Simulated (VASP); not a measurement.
Set up this calculation in VASP 6.6.1, as the native input.

| Quantity | Value |
| --- | --- |
| Task | single point |
| Functional | AM05 |
| Potentials or basis | VASP PAW PBE potentials, release 64 (Rh_pv) |
| Cutoff | 520 eV |
| k mesh | 7 × 7 × 7 |
| Occupations | methfessel-paxton, width 0.2 eV |
| Spin | no spin polarisation |
| Further INCAR settings | ALGO = Fast; EDIFF = 1e-06 |

The structure of Rh lies in Rh.cif:

```cif
data_Rh
_cell_length_a 4.08879388
_cell_length_b 4.08879388
_cell_length_c 4.08879388
_cell_angle_alpha 90.00000000
_cell_angle_beta 90.00000000
_cell_angle_gamma 90.00000000
_space_group_name_H-M_alt 'Fm-3m'
_space_group_name_Hall '-F 4 2 3'
_space_group_IT_number 225
loop_
_space_group_symop_operation_xyz
'x,y,z'
'-x,-y,-z'
'-y,x,z'
'y,-x,-z'
'-x,-y,z'
'x,y,-z'
'y,-x,z'
'-y,x,-z'
'x,-y,-z'
'-x,y,z'
'-y,-x,-z'
'y,x,z'
'-x,y,-z'
'x,-y,z'
'y,x,-z'
'-y,-x,z'
'z,x,y'
'-z,-x,-y'
'z,-y,x'
'-z,y,-x'
'z,-x,-y'
'-z,x,y'
'z,y,-x'
'-z,-y,x'
'-z,x,-y'
'z,-x,y'
'-z,-y,-x'
'z,y,x'
'-z,-x,y'
'z,x,-y'
'-z,y,x'
'z,-y,-x'
'y,z,x'
'-y,-z,-x'
'x,z,-y'
'-x,-z,y'
'-y,z,-x'
'y,-z,x'
'-x,z,y'
'x,-z,-y'
'-y,-z,x'
'y,z,-x'
'-x,-z,-y'
'x,z,y'
'y,-z,-x'
'-y,z,x'
'x,-z,y'
'-x,z,-y'
'x,y+1/2,z+1/2'
'-x,-y+1/2,-z+1/2'
'-y,x+1/2,z+1/2'
'y,-x+1/2,-z+1/2'
'-x,-y+1/2,z+1/2'
'x,y+1/2,-z+1/2'
'y,-x+1/2,z+1/2'
'-y,x+1/2,-z+1/2'
'x,-y+1/2,-z+1/2'
'-x,y+1/2,z+1/2'
'-y,-x+1/2,-z+1/2'
'y,x+1/2,z+1/2'
'-x,y+1/2,-z+1/2'
'x,-y+1/2,z+1/2'
'y,x+1/2,-z+1/2'
'-y,-x+1/2,z+1/2'
'z,x+1/2,y+1/2'
'-z,-x+1/2,-y+1/2'
'z,-y+1/2,x+1/2'
'-z,y+1/2,-x+1/2'
'z,-x+1/2,-y+1/2'
'-z,x+1/2,y+1/2'
'z,y+1/2,-x+1/2'
'-z,-y+1/2,x+1/2'
'-z,x+1/2,-y+1/2'
'z,-x+1/2,y+1/2'
'-z,-y+1/2,-x+1/2'
'z,y+1/2,x+1/2'
'-z,-x+1/2,y+1/2'
'z,x+1/2,-y+1/2'
'-z,y+1/2,x+1/2'
'z,-y+1/2,-x+1/2'
'y,z+1/2,x+1/2'
'-y,-z+1/2,-x+1/2'
'x,z+1/2,-y+1/2'
'-x,-z+1/2,y+1/2'
'-y,z+1/2,-x+1/2'
'y,-z+1/2,x+1/2'
'-x,z+1/2,y+1/2'
'x,-z+1/2,-y+1/2'
'-y,-z+1/2,x+1/2'
'y,z+1/2,-x+1/2'
'-x,-z+1/2,-y+1/2'
'x,z+1/2,y+1/2'
'y,-z+1/2,-x+1/2'
'-y,z+1/2,x+1/2'
'x,-z+1/2,y+1/2'
'-x,z+1/2,-y+1/2'
'x+1/2,y,z+1/2'
'-x+1/2,-y,-z+1/2'
'-y+1/2,x,z+1/2'
'y+1/2,-x,-z+1/2'
'-x+1/2,-y,z+1/2'
'x+1/2,y,-z+1/2'
'y+1/2,-x,z+1/2'
'-y+1/2,x,-z+1/2'
'x+1/2,-y,-z+1/2'
'-x+1/2,y,z+1/2'
'-y+1/2,-x,-z+1/2'
'y+1/2,x,z+1/2'
'-x+1/2,y,-z+1/2'
'x+1/2,-y,z+1/2'
'y+1/2,x,-z+1/2'
'-y+1/2,-x,z+1/2'
'z+1/2,x,y+1/2'
'-z+1/2,-x,-y+1/2'
'z+1/2,-y,x+1/2'
'-z+1/2,y,-x+1/2'
'z+1/2,-x,-y+1/2'
'-z+1/2,x,y+1/2'
'z+1/2,y,-x+1/2'
'-z+1/2,-y,x+1/2'
'-z+1/2,x,-y+1/2'
'z+1/2,-x,y+1/2'
'-z+1/2,-y,-x+1/2'
'z+1/2,y,x+1/2'
'-z+1/2,-x,y+1/2'
'z+1/2,x,-y+1/2'
'-z+1/2,y,x+1/2'
'z+1/2,-y,-x+1/2'
'y+1/2,z,x+1/2'
'-y+1/2,-z,-x+1/2'
'x+1/2,z,-y+1/2'
'-x+1/2,-z,y+1/2'
'-y+1/2,z,-x+1/2'
'y+1/2,-z,x+1/2'
'-x+1/2,z,y+1/2'
'x+1/2,-z,-y+1/2'
'-y+1/2,-z,x+1/2'
'y+1/2,z,-x+1/2'
'-x+1/2,-z,-y+1/2'
'x+1/2,z,y+1/2'
'y+1/2,-z,-x+1/2'
'-y+1/2,z,x+1/2'
'x+1/2,-z,y+1/2'
'-x+1/2,z,-y+1/2'
'x+1/2,y+1/2,z'
'-x+1/2,-y+1/2,-z'
'-y+1/2,x+1/2,z'
'y+1/2,-x+1/2,-z'
'-x+1/2,-y+1/2,z'
'x+1/2,y+1/2,-z'
'y+1/2,-x+1/2,z'
'-y+1/2,x+1/2,-z'
'x+1/2,-y+1/2,-z'
'-x+1/2,y+1/2,z'
'-y+1/2,-x+1/2,-z'
'y+1/2,x+1/2,z'
'-x+1/2,y+1/2,-z'
'x+1/2,-y+1/2,z'
'y+1/2,x+1/2,-z'
'-y+1/2,-x+1/2,z'
'z+1/2,x+1/2,y'
'-z+1/2,-x+1/2,-y'
'z+1/2,-y+1/2,x'
'-z+1/2,y+1/2,-x'
'z+1/2,-x+1/2,-y'
'-z+1/2,x+1/2,y'
'z+1/2,y+1/2,-x'
'-z+1/2,-y+1/2,x'
'-z+1/2,x+1/2,-y'
'z+1/2,-x+1/2,y'
'-z+1/2,-y+1/2,-x'
'z+1/2,y+1/2,x'
'-z+1/2,-x+1/2,y'
'z+1/2,x+1/2,-y'
'-z+1/2,y+1/2,x'
'z+1/2,-y+1/2,-x'
'y+1/2,z+1/2,x'
'-y+1/2,-z+1/2,-x'
'x+1/2,z+1/2,-y'
'-x+1/2,-z+1/2,y'
'-y+1/2,z+1/2,-x'
'y+1/2,-z+1/2,x'
'-x+1/2,z+1/2,y'
'x+1/2,-z+1/2,-y'
'-y+1/2,-z+1/2,x'
'y+1/2,z+1/2,-x'
'-x+1/2,-z+1/2,-y'
'x+1/2,z+1/2,y'
'y+1/2,-z+1/2,-x'
'-y+1/2,z+1/2,x'
'x+1/2,-z+1/2,y'
'-x+1/2,z+1/2,-y'
loop_
_atom_site_label
_atom_site_type_symbol
_atom_site_symmetry_multiplicity
_atom_site_Wyckoff_symbol
_atom_site_fract_x
_atom_site_fract_y
_atom_site_fract_z
_atom_site_occupancy
Rh1 Rh 4 a 0.0000000000 0.0000000000 0.0000000000 1
```

The structure of Rh lies in POSCAR:

```
Rh
 1.0000000000000000
     4.0887938799999999    0.0000000000000000    0.0000000000000000
     0.0000000000000000    4.0887938799999999    0.0000000000000000
     0.0000000000000000    0.0000000000000000    4.0887938799999999
 Rh 
   4
Cartesian
  0.0000000000000000  0.0000000000000000  0.0000000000000000
  0.0000000000000000  2.0443969399999999  2.0443969399999999
  2.0443969399999999  0.0000000000000000  2.0443969399999999
  2.0443969399999999  2.0443969399999999  0.0000000000000000
```

The cell isn't the ideal one: volume scaled by 1.25.

These files were run (other wordings do the same):

INCAR

```
PREC = Accurate
ENCUT = 520
EDIFF = 1E-6
ISMEAR = 1
SIGMA = 0.2
LREAL = False
LASPH = True
NELM = 80
ALGO = Fast
ISIF = 2
LWAVE = False
LCHARG = False
GGA = AM
```

KPOINTS

```
regular mesh
0
Gamma
  7 7 7
```

Potentials or basis: VASP PAW PBE potentials, release 64 (Rh_pv).

Run with:

```sh
$ ase convert -i cif -o vasp Rh.cif POSCAR
$ cat potpaw_PBE.64/Rh_pv/POTCAR > POTCAR
$ mpirun -np 1 vasp_std > vasp.out
```

It gave:

```
Pressure               : -37.9 GPa
Band gap on the k mesh : none (metal or under the smearing width)
```

Caveat: the PAW data sets were made with another functional, which shifts forces and pressure a little.

It took 38 s on 1 thread of Intel(R) Xeon(R) Platinum 8488C (Sapphire Rapids) (shared host), peak memory 0.17 GiB.
